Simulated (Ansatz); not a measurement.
Crystal: TiO.

```
Ti O
1.0
     3.03100    0.00000    0.00000
    -1.51550    2.62492    0.00000
     0.00000    0.00000    3.23770
Ti O
1 1
Direct
  0.66667 0.33333 0.00000
  0.00000 0.00000 0.50000
```

A run of Ansatz 0.2.0 on this cell left the log below. Logs are shortened: lines on timing, memory, paths and dates and some standing lists are left out, and cuts for length are marked.

```text
Warning: RAYON_NUM_THREADS=2 ignored (pool sized by the plan → 2); use --threads N
scf.n_extra_bands = 6 over 9 filled bands (N_el = 18.0): the run solves 15 bands
Engine: ansatz 0.2.0, x86_64-unknown-linux-gnu
Pseudopotentials: kind: paw
Pseudopotential: Ti, paw, valence charge 12, recommended cutoff 420 eV (normal), Ti.paw.azcp
Pseudopotential: O, paw, valence charge 6, recommended cutoff 420 eV (normal), O.paw.azcp
Functional definition: PBEsol
  exchange = pbesol_x
  correlation = pbesol_c
Crystal: 2 atoms, lattice volume = 25.760 Å³
Basis set: ecut = 420 eV, 503 PW (Γ), exchange–correlation on 48×48×48 points (8 copies of the dense FFT grid, shifted against one another)
Bands: 15, of which v1, the nominal top of the filled ones, is band 9 counted from 1 (8 counted from 0)
Symmetry: 12 space group operations
Space group: P-6m2 (ITA 187), of the structure as read, at distance tolerance 3.0e-5 Å
k-points: 70 of 800 (time reversal used)
Non-local potential: Ti, projectors of the file, l = 0: 3, l = 1: 2, l = 2: 3, l = 3: 1
Non-local potential: O, projectors of the file, l = 0: 2, l = 1: 2, l = 2: 1
PAW form: soft (Blöchl's): semilocal exchange-correlation on the pseudo side does not see the compensation charge
PAW frozen core: Ti, regenerated for the run's functional, and the local potential with it (the file was generated under x = pbe(κ = 0.804, μ = 0.2195149727645171), c = pbe(β = 0.06672455060314922))
PAW frozen core: O, regenerated for the run's functional, and the local potential with it (the file was generated under x = pbe(κ = 0.804, μ = 0.2195149727645171), c = pbe(β = 0.06672455060314922))
PAW one-centre angular grid: Ti, 590 points (default); XC on 64 Gauss nodes
PAW one-centre angular grid: O, 110 points (default); XC on 64 Gauss nodes
Initial density: superposition of atomic densities (neutral atoms: chi_scale 0, normalization atom), corrected by the library's trained network
Initial wavefunctions: pseudopotential atomic-orbital guess
Functional: x = pbesol(κ = 0.804, μ = 0.12345679012345678), c = pbesol(β = 0.046)
SCF iter   1: F=—  HF=-3036.189792 eV  |F-HF|=—  |Δ(HF+E_count)|=         —  Δρ=1.75e-2  dr2=5.87e-2  ethr=1.77e-3  ⟨swp⟩=4.6  Hψ=4653  notcnv=0
preconditioner: auto → none  [insulator: Δε(μ)=0.244 eV  Ē_g=10.420 eV  σ=0.050 eV  W_gap=0.82  n_scr=8 (ndim 8)  ℏωp=23.1 eV  f_vac=0.000  D(μ)=0.08/eV (n_scr^D=0)  ε∞_Penn≈5.9]
SCF iter   2: F=—  HF=-3036.174202 eV  |F-HF|=—  |Δ(HF+E_count)|=   1.56e-2  Δρ=4.30e-3  dr2=3.28e-3  ethr=3.26e-4  ⟨swp⟩=2.3  Hψ=2095  notcnv=0  defer=18
SCF iter   3: F=—  HF=-3036.173960 eV  |F-HF|=—  |Δ(HF+E_count)|=   2.42e-4  Δρ=1.13e-3  dr2=2.13e-4  ethr=1.82e-5  ⟨swp⟩=1.4  Hψ=1099  notcnv=0  defer=18
SCF iter   4: F=—  HF=-3036.173971 eV  |F-HF|=—  |Δ(HF+E_count)|=   1.16e-5  Δρ=7.25e-5  dr2=9.09e-7  ethr=1.18e-6  ⟨swp⟩=1.2  Hψ=1070  notcnv=0  defer=18
SCF iter   5: F=—  HF=-3036.173968 eV  |F-HF|=—  |Δ(HF+E_count)|=   3.70e-6  Δρ=1.07e-5  dr2=1.56e-8  ethr=5.05e-9  ⟨swp⟩=2.2  Hψ=1376  notcnv=0  defer=18
SCF iter   6: F=-3036.173968 eV  HF=-3036.173968 eV  |F-HF|=3.15e-10  |Δ(HF+E_count)|=   2.60e-9  Δρ=1.97e-6  dr2=4.66e-10  ethr=8.65e-11  ⟨swp⟩=5.3  Hψ=5053  notcnv=0
SCF 1 converged in 6 iterations: F = -3036.173968 eV  dr2 = 4.66e-10
  greatest PAW one-centre occupation: 0.999 electrons in one spin orbital (limit 2), on the Ti atom at site 0 (counted from 0), in its partial waves of l = 0
NSCF: frozen V_eff on 189 k-points
SCF converged after 6 iterations
Free energy (F): -3036.173968 eV
Harris-Foulkes:  -3036.173968 eV  (|F-HF|=3.15e-10)
Internal energy: -3036.172986 eV  (E = F + TS)
E sigma→0 (E₀):  -3036.173477 eV
Entropy (-TS):   -0.000982 eV (-0.491 meV/atom)
Fermi energy:    11.676647 eV
--- Per-component energies (eV) ---
  E_band       = -180.329398
  E_kinetic    = 437.854044
  E_local      = -1106.061913  (includes V_loc(G=0)·N_el)
  E_nonlocal   = 57.264801
  E_hartree    = 423.188081
  E_xc         = -167.194606
  E_vxc        = -211.897468  (∫ρ·V_xc dr)
  E_paw        = -1173.230186  (= ΣΔE_a)
  E_vpaw       = -203.867473  (= ΣTr[D̂ρ^β])
  E_aug_tail   = 0.002430  (compensation charges beyond the density's cutoff)
  E_ewald      = -1508.170309
  E_core_change = 0.174672  (= ΣΔE_core)
  E_smearing   = -0.000982  (= −TS)
  E_closure    = 0.000000  (closes the sum)
  Σ components = -3036.173968   (vs F -3036.173968, Δ=0.00e0)
--- Forces (eV/Å), atoms counted from 1 ---
  atom   1  Ti     0.00000000     0.00000000     0.00000000
  atom   2  O      0.00000000    -0.00000000     0.00000000
  max |Σ_I F_I| component: 1.56e-16 eV/Å
--- Stress (GPa, compression-positive) ---
      -33.745683       0.000000       0.000000
        0.000000     -33.745683       0.000000
        0.000000       0.000000     -53.692778
  P = ⅓ Tr σ = -40.3947 GPa (-403.947 kbar)
--- Band table (eV; the first three rows and the last of 70) ---
  k-point 0: bands = ["-46.0755", "-22.4727", "-22.1428", "-22.1428", "-7.8845", "7.2343", "7.8643", "7.8643", "9.3205", "12.2208", "12.7008", "12.7008", "13.1433", "13.1433", "23.9813"]
  k-point 1: bands = ["-46.0738", "-22.4969", "-22.1413", "-22.1413", "-7.8122", "6.5234", "7.8992", "7.8992", "9.9324", "12.4369", "12.4369", "12.6238", "13.2895", "13.2895", "23.1779"]
  k-point 2: bands = ["-46.0695", "-22.5550", "-22.1374", "-22.1374", "-7.6335", "5.4287", "7.9822", "7.9822", "10.8207", "12.0766", "12.0766", "13.3594", "13.3594", "13.7152", "21.2795"]
  k-point 69: bands = ["-46.0097", "-22.5417", "-22.3981", "-22.3318", "-7.0479", "5.5808", "5.7493", "6.8114", "11.3265", "12.7577", "13.3646", "13.8937", "14.1044", "18.4391", "20.7128"]
```

Problem. Write the input and the command behind it.

Solution. Projected density of states with PBEsol, no spin polarisation. The files as run (others can give the same):

input.yaml
```yaml
crystal:
  lattice:
    - [3.031, 0.0, 0.0]
    - [-1.5155, 2.6249229989, 0.0]
    - [0.0, 0.0, 3.2377]
  atoms:
    - { symbol: Ti, position: [0.6666666667, 0.3333333333, 0.0] }
    - { symbol: O, position: [0.0, 0.0, 0.5] }
hamiltonian:
  xc: pbesol
  pseudopotentials: { kind: paw }
kpoints:
  mp_grid: { grid: [10, 10, 8] }
scf:
  occupations: { method: fermi_dirac, width: 0.05 }
  n_extra_bands: 6
output:
  forces: true
  stress: true
  eigenvalues: true
  dos: { projected: true, de: 0.05, nscf_kmesh: { grid: [15, 15, 12] } }
  write_density: true
  write_potential: true
  elf: true
  volumetric_format: npy
```

Potentials or basis: Ansatz PAW.
Launch:
```bash
$ ansatz run input.yaml --threads 2 --pin off --max-ram 5632MiB --backend cpu --events-out ev --progress --plain --runs-dir out
```

Caveat: a pressure of tens of GPa on the cell as given is suspect, and the run, the potentials or the cell itself is likely at fault; the pressure holds a Pulay correction of +0.5 GPa for the finite cutoff; semilocal functionals often make such compounds metallic where correlation or magnetic order opens a gap, which also shifts bond lengths; the PAW data sets come from PBE, with cores solved anew for the run's functional, which leaves a small shift of forces and pressure.
